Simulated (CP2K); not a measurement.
WC (Qusongite):

```
W C
1.0
     2.90650    0.00000    0.00000
    -1.45325    2.51710    0.00000
     0.00000    0.00000    2.83660
W C
1 1
Direct
  0.00000 0.00000 0.00000
  0.66667 0.33333 0.50000
```

Base run:

- Program: CP2K 2026.2
- Functional: PBEsol
- Potentials or basis: POTENTIAL_UZH W GTH-PBE-q14, C GTH-PBE-q4; TZVP-MOLOPT-PBE-GTH basis
- Density cutoff: 6123 eV
- k mesh: 10 × 10 × 9
- Occupations: fermi-dirac, width 0.1 eV
- Spin: no spin polarisation

Its results: band gap on the k mesh none (metal or under the smearing width); pressure -4.0 GPa.

Q: The run is repeated on the same cell with these changes: functional from PBEsol to PBE; ngrids from 5 to 4. What comes out?

A: Band gap on the k mesh none (metal or under the smearing width); pressure 2.7 GPa.

Caveats: spin-orbit coupling is left out, which moves the levels of the heavy elements; the basis of atomic orbitals isn't converged, which shifts pressures, moduli and gaps; the potentials were made for another functional, which shifts forces and pressure (some runs).
